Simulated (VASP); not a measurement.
# CdS (Hawleyite) (F-43m) in VASP: notebook

The runs below take CdS (Hawleyite) through single point, with PBEsol.

All numbers are computed with VASP 6.6.1; they aren't measurements. Logs are shortened: lines on timing, memory, paths and dates and some standing lists are left out, and cuts for length are marked.

## Step 1: The crystal as given

It takes space group F-43m (No. 216, cubic). The conventional cell has a = 5.833 Å, b = 5.833 Å, c = 5.833 Å, α = 90.00°, β = 90.00°, γ = 90.00°. Cd (site symmetry -43m) has 4 S at 2.53 Å as nearest neighbours. S (site symmetry -43m) is surrounded by 4 Cd at 2.53 Å.

## Step 2: Single point, PBEsol, spin-orbit coupling, no magnetisation

Contents of INCAR:

```
ALGO = Normal ; EDIFF = 0.001
ENCUT = 350 ; GGA = PS
GGA_COMPAT = False ; ISIF = 2
ISMEAR = 0 ; LASPH = True
LCHARG = False ; LNONCOLLINEAR = True
LORBIT = 11 ; LREAL = False
LSORBIT = True ; LWAVE = False
MAGMOM = 0 0 0 0 0 0 ; NBANDS = 34
NELM = 100 ; PREC = Accurate
SIGMA = 0.02
```

Contents of KPOINTS:

```
k-points
0
Gamma
  7 7 7
```

Contents of POSCAR:

```
CdS
1.0
    0.0000000000      2.9165000000      2.9165000000
    2.9165000000      0.0000000000      2.9165000000
    2.9165000000      2.9165000000      0.0000000000
Cd S
1 1
Direct
    0.0000000000      0.0000000000      0.0000000000
    0.7500000000      0.7500000000      0.7500000000
```

Potentials or basis: VASP PAW PBE potentials, release 64 (Cd, S).

On the command line:

```
cat potpaw_PBE.64/Cd/POTCAR potpaw_PBE.64/S/POTCAR > POTCAR
mpirun -np 1 vasp_ncl > vasp.out
```

OUTCAR:

```text
EDIFF = 0.001
   ENCUT = 350
   GGA = PS
   ISIF = 2
   ISMEAR = 0
   LASPH = True
   LNONCOLLINEAR = True
   LORBIT = 11
   LREAL = False
   LSORBIT = True
   NELM = 100
   PREC = Accurate

 Found     30 irreducible k-points:

 Following reciprocal coordinates:
            Coordinates               Weight
  0.000000  0.000000  0.000000      1.000000
  0.142857  0.000000  0.000000      4.000000
 -0.142857  0.000000  0.000000      4.000000
  0.285714  0.000000  0.000000      4.000000
 -0.285714  0.000000  0.000000      4.000000
  0.428571  0.000000  0.000000      4.000000
   k-points           NKPTS =     30   k-points in BZ     NKDIM =     30   number of bands    NBANDS=     34
   number of dos      NEDOS =    301   number of ions     NIONS =      2
   total plane-waves  NPLWV =  21952
   dimension x,y,z NGX =    28 NGY =   28 NGZ =   28
   dimension x,y,z NGXF=    56 NGYF=   56 NGZF=   56
   ions per type =               1   1
   NGX,Y,Z   is equivalent  to a cutoff of  11.29, 11.29, 11.29 a.u.
   NGXF,Y,Z  is equivalent  to a cutoff of  22.57, 22.57, 22.57 a.u.
 SYSTEM =  unknown system
   PREC   = accura    normal or accurate (medium, high low for compatibility)
   ISTART =      0    job   : 0-new  1-cont  2-samecut
   ICHARG =      2    charge: 1-file 2-atom 10-const
   ISPIN  =      1    spin polarized calculation?
   LNONCOLLINEAR =      T non collinear calculations
   LSORBIT =      T    spin-orbit coupling
   LASPH  =      T    aspherical Exc in radial PAW
   ENCUT  =  350.0 eV  25.72 Ry    5.07 a.u.   6.29  6.29  6.29*2*pi/ulx,y,z
   NELM   =    100;   NELMIN=  2; NELMDL= -5     # of ELM steps
   EDIFF  = 0.1E-02   stopping-criterion for ELM
   LREAL  =      F    real-space projection
   EDIFFG = 0.1E-01   stopping-criterion for IOM
   NSW    =      0    number of steps for IOM
   IBRION =     -1    ionic relax: 0-MD 1-quasi-New 2-CG
[... 8 lines left out ...]
   EMIN   =  10.00;   EMAX   =-10.00  energy-range for DOS
   EFERMI =   0.00;   METHOD = LEGACY
   ISMEAR =     0;   SIGMA  =   0.02  broadening in eV -4-tet -1-fermi 0-gaus
   EFERMI_NEDOS =   21; number of points for ismear=-14 and -15
   IALGO  =     38    algorithm
   IMIX   =      4    mixing-type and parameters
     AMIX     =   0.40;   BMIX     =  1.00
     AMIX_MAG =   1.60;   BMIX_MAG =  1.00
  volume/ion in A,a.u.               =      24.81       167.41
  Fermi-wavevector in a.u.,A,eV,Ry     =   1.167599  2.206442 18.548649  1.363287
  Thomas-Fermi vector in A             =   2.304097
   LORBIT       =     11    0 simple, 1 ext, 2 COOP (PROOUT), +10 PAW based schemes
   GGA     = PS    functional components
   LHFCALC =     F    Hartree Fock is set to
   AEXX    =    0.0000 exact exchange contribution
   IVDW    =     0    specifies the selected vdW correction
   LEPSILON=     F    determine dielectric tensor
   LRPA    =     F    only Hartree local field effects (RPA)
 Gauss-broadening in eV      SIGMA  =   0.02
  energy-cutoff  :      350.00
  volume of cell :       49.62
 maximum number of plane-waves:      1508
 NGX is ok and might be reduce to    28
   NGX = 13   NGY = 13   NGZ = 13

 number of electron      18.0000000 magnetization       0.0000000      0.0000000      0.0000000

 number of electron      17.9999989 magnetization       0.0000000     -0.0000000      0.0000000

 number of electron      17.9999989 magnetization      -0.0000000      0.0000000     -0.0000000

 Free energy of the ion-electron system (eV)
  ---------------------------------------------------
  ext. energy  EPLUGINS =         0.00000000
  ---------------------------------------------------
  free energy    TOTEN  =        -6.84008867 eV

  energy without entropy =       -6.84008867  energy(sigma->0) =       -6.84008867

 E-fermi :   1.3067     XC(G=0):  -9.3882

 val. band max:        1.2261516218   @ k =   0.0000   0.0000   0.0000
 cond. band min:       2.2089367419   @ k =   0.0000   0.0000   0.0000
 fundamental gap:      0.9827851201
 Fermi energy:         1.3067078123

 k-point     1 :       0.0000    0.0000    0.0000
  band No.  band energies     occupation
      1     -11.1779      1.00000
      2     -11.1779      1.00000
      3      -6.7636      1.00000
      4      -6.7636      1.00000
      5      -6.7636      1.00000
      6      -6.7636      1.00000
[... 22 lines left out ...]
     29      12.6633      0.00000
     30      12.6633      0.00000

 k-point     2 :       0.1429    0.0000    0.0000
  band No.  band energies     occupation
      1     -11.0959      1.00000
      2     -11.0959      1.00000
      3      -6.7678      1.00000
      4      -6.7320      1.00000
      5      -6.7060      1.00000
      6      -6.7060      1.00000
[... 22 lines left out ...]
     29      11.9302      0.00000
     30      11.9536      0.00000

 k-point     3 :      -0.1429    0.0000    0.0000
  band No.  band energies     occupation
      1     -11.0959      1.00000
      2     -11.0959      1.00000
      3      -6.7678      1.00000
      4      -6.7320      1.00000
      5      -6.7060      1.00000
      6      -6.7060      1.00000
[... 22 lines left out ...]
     29      11.9302      0.00000
     30      11.9536      0.00000

 k-point     4 :       0.2857    0.0000    0.0000
  band No.  band energies     occupation
      1     -10.9100      1.00000
      2     -10.9100      1.00000
      3      -6.7476      1.00000
      4      -6.7026      1.00000
      5      -6.5310      1.00000
      6      -6.5310      1.00000
[... 22 lines left out ...]
     29      11.9032      0.00000
     30      11.9537      0.00000

 k-point     5 :      -0.2857    0.0000    0.0000
  band No.  band energies     occupation
      1     -10.9100      1.00000
      2     -10.9100      1.00000
      3      -6.7476      1.00000
      4      -6.7026      1.00000
      5      -6.5310      1.00000
      6      -6.5310      1.00000
[... 22 lines left out ...]
     29      11.9032      0.00000
     30      11.9537      0.00000

 k-point     6 :       0.4286    0.0000    0.0000
  band No.  band energies     occupation
      1     -10.7612      1.00000
      2     -10.7612      1.00000
      3      -6.7212      1.00000
      4      -6.7015      1.00000
      5      -6.3502      1.00000
      6      -6.3502      1.00000
[... 22 lines left out ...]
     29      13.1850      0.00000
     30      13.1850      0.00000

 [... further k-points ...]

 [bands above 30 left out]

------------------------ aborting loop because EDIFF is reached ----------------------------------------

  FORCE on cell =-STRESS in cart. coord.  units (eV):
  Direction    XX          YY          ZZ          XY          YZ          ZX
  --------------------------------------------------------------------------------------
  -------------------------------------------------------------------------------------
  Total       -0.1787912     -0.1787912     -0.1787912     -0.0000000     -0.0000000      0.0000000
  in kB       -5.7735208     -5.7735208     -5.7735208     -0.0000000     -0.0000000      0.0000000
  external PRESSURE =      -5.7735208 kB  Pullay stress =       0.0000000 kB

 VOLUME and BASIS-vectors are now :
 -----------------------------------------------------------------------------
  energy-cutoff  :      350.00
  volume of cell :       49.62
      direct lattice vectors                 reciprocal lattice vectors
     0.000000000  2.916500000  2.916500000    -0.171438368  0.171438368  0.171438368
     2.916500000  0.000000000  2.916500000     0.171438368 -0.171438368  0.171438368
     2.916500000  2.916500000  0.000000000     0.171438368  0.171438368 -0.171438368

 POSITION                                       TOTAL-FORCE (eV/Angst)
 -----------------------------------------------------------------------------------
      0.00000      0.00000      0.00000        -0.000000     -0.000000     -0.000000
      4.37475      4.37475      4.37475         0.000000      0.000000      0.000000
 -----------------------------------------------------------------------------------
    total drift:                               -0.000001     -0.000001     -0.000001

  FREE ENERGIE OF THE ION-ELECTRON SYSTEM (eV)
  ---------------------------------------------------
  free  energy   TOTEN  =        -6.8400886663 eV

  energy  without entropy=       -6.8400886663  energy(sigma->0) =       -6.84008867

 Spin-Orbit-Coupling matrix elements

 Ion:    1  E_soc:     -0.0573529
 l=   1
     0.0000000    -0.0025373    -0.0025373
    -0.0025373     0.0000000    -0.0025373
    -0.0025373    -0.0025373     0.0000000
 l=   2
     0.0000000    -0.0014338     0.0000000    -0.0014338    -0.0055877
    -0.0014338     0.0000000    -0.0041908    -0.0014338    -0.0013969
     0.0000000    -0.0041908     0.0000000    -0.0041908     0.0000000
    -0.0014338    -0.0014338    -0.0041908     0.0000000    -0.0013969
    -0.0055877    -0.0013969     0.0000000    -0.0013969     0.0000000
 l=   3
     0.0000000     0.0000000     0.0000000     0.0000000     0.0000000     0.0000000     0.0000000
     0.0000000     0.0000000     0.0000000     0.0000000     0.0000000     0.0000000     0.0000000
     0.0000000     0.0000000     0.0000000     0.0000000     0.0000000     0.0000000     0.0000000
     0.0000000     0.0000000     0.0000000     0.0000000     0.0000000     0.0000000     0.0000000
     0.0000000     0.0000000     0.0000000     0.0000000     0.0000000     0.0000000     0.0000000
     0.0000000     0.0000000     0.0000000     0.0000000     0.0000000     0.0000000     0.0000000
     0.0000000     0.0000000     0.0000000     0.0000000     0.0000000     0.0000000     0.0000000

 Ion:    2  E_soc:     -0.0021374
 l=   1
     0.0000000    -0.0003562    -0.0003562
    -0.0003562     0.0000000    -0.0003562
    -0.0003562    -0.0003562     0.0000000
 l=   2
     0.0000000     0.0000000     0.0000000     0.0000000     0.0000000
     0.0000000     0.0000000     0.0000000     0.0000000     0.0000000
     0.0000000     0.0000000     0.0000000     0.0000000     0.0000000
     0.0000000     0.0000000     0.0000000     0.0000000     0.0000000
     0.0000000     0.0000000     0.0000000     0.0000000     0.0000000
 l=   3
     0.0000000     0.0000000     0.0000000     0.0000000     0.0000000     0.0000000     0.0000000
     0.0000000     0.0000000     0.0000000     0.0000000     0.0000000     0.0000000     0.0000000
     0.0000000     0.0000000     0.0000000     0.0000000     0.0000000     0.0000000     0.0000000
     0.0000000     0.0000000     0.0000000     0.0000000     0.0000000     0.0000000     0.0000000
     0.0000000     0.0000000     0.0000000     0.0000000     0.0000000     0.0000000     0.0000000
     0.0000000     0.0000000     0.0000000     0.0000000     0.0000000     0.0000000     0.0000000
     0.0000000     0.0000000     0.0000000     0.0000000     0.0000000     0.0000000     0.0000000

 total charge

# of ion       s       p       d       tot
------------------------------------------
    1        0.432   0.333   9.543  10.308
    2        1.318   2.373   0.000   3.691
--------------------------------------------------
tot          1.750   2.706   9.543  13.999

 magnetization (x)

# of ion       s       p       d       tot
------------------------------------------
    1       -0.000  -0.000  -0.000  -0.000
    2        0.000   0.000   0.000   0.000
--------------------------------------------------
tot         -0.000  -0.000  -0.000  -0.000

 magnetization (y)

# of ion       s       p       d       tot
------------------------------------------
    1        0.000   0.000  -0.000   0.000
    2       -0.000  -0.000   0.000  -0.000
--------------------------------------------------
tot          0.000  -0.000  -0.000  -0.000

 magnetization (z)

# of ion       s       p       d       tot
------------------------------------------
    1       -0.000  -0.000  -0.000  -0.000
    2       -0.000  -0.000   0.000  -0.000
--------------------------------------------------
tot         -0.000  -0.000  -0.000  -0.000
```

It took 63 s on 1 thread of Intel Xeon Platinum 8559C (Emerald Rapids), shared host; peak memory 0.25 GiB.

These settings aren't checked as converged: the numbers below hold their error.

Results:

* Free energy: -6.8401 eV
* Pressure: -0.6 GPa
* Valence electrons inside the program's atomic spheres: Cd 10.31; S 3.69

Caveat: the PAW data sets were made with another functional, which shifts forces and pressure a little.

(Part 1 of 2 ends here.)
